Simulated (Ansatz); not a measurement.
A (111) slab of AlNi (Pm-3m (No. 221)), 14 planes, outer planes Al (top) and Ni (bottom), with 14 atoms (Al7Ni7) in a surface cell of A = 14.189 Å², as cut from the bulk:

```
CELL_PARAMETERS angstrom
4.04771 0.00000 0.00000
-2.02386 3.50542 0.00000
0.00000 0.00000 25.74107
ATOMIC_POSITIONS crystal
Ni 0.33333 0.66667 0.29136
Al 0.66667 0.33333 0.32346
Ni 0.00000 0.00000 0.35556
Al 0.33333 0.66667 0.38766
Ni 0.66667 0.33333 0.41976
Al 0.00000 0.00000 0.45185
Ni 0.33333 0.66667 0.48395
Al 0.66667 0.33333 0.51605
Ni 0.00000 0.00000 0.54815
Al 0.33333 0.66667 0.58024
Ni 0.66667 0.33333 0.61234
Al 0.00000 0.00000 0.64444
Ni 0.33333 0.66667 0.67654
Al 0.66667 0.33333 0.70864
```

These are results of DFT PBEsol, scalar-relativistic, plane waves, PAW in Ansatz, not measurements. Cutoff 420 eV; k points 9×9×1 on the computed 14-atom cell (Γ-centred); Gaussian smearing, width 0.10 eV; no spin polarisation. The cell repeats along c with a dipole correction in the vacuum.

Against the same 14 atoms in the bulk, the slab as cut lies 4.337 eV higher and the relaxed slab 4.041 eV higher. Bulk and slab both ran without spin polarisation, so these energies, and the surface energy and work of the cut from them, are those of a non-magnetic state, though Ni often carries moments.

Task: Work out the surface energy before and after relaxation.

Result: The slab has two faces, so γ = (E_slab − N·E_bulk)/(2A), the mean of both. As cut: 4.337/(2 × 14.189) = 0.1528 eV/Å², and 1 eV/Å² = 16.02 J/m², so γ = 2.45 J/m². Relaxed: 4.041/(2 × 14.189) = 0.1424 eV/Å² = 2.28 J/m². Relaxation recovers 7 % of the cost of cutting.

Task: What is the ideal work of this cut, per area?

Result: Griffith's ideal work is 2γ: 4.90 J/m² if the new faces stay rigid, 4.56 J/m² if they relax. One thickness was run, 14 planes, so γ can still shift with it.

The slab was run without spin polarisation; whether its Ni atoms carry moments at the surface wasn't tested.

Most of the cost of this cut remains after relaxation: γ falls only from 2.45 to 2.28 J/m². In B2 AlNi the nearest neighbours are unlike atoms, bound by hybridisation of Ni d with Al s and p states. The closely spaced (111) planes are open, and a cut between them severs Ni–Al bonds reaching beyond the outermost layer. Shifts of the atoms can strengthen the remaining back bonds and let the charge redistribute, but they can't replace the missing neighbours, which probably explains the modest gain.

The work of separation is better defined than the energy of either face. Parting adjacent planes leaves one Al and one Ni termination, exactly the pair in this stoichiometric slab, so their sum needs no chemical potentials. Splitting it into separate Al and Ni values would need them, and the mean therefore can't say which termination is favoured under Al-rich or Ni-rich conditions. Nor does the result identify (111) as the preferred cleavage plane, since no other orientation was computed.
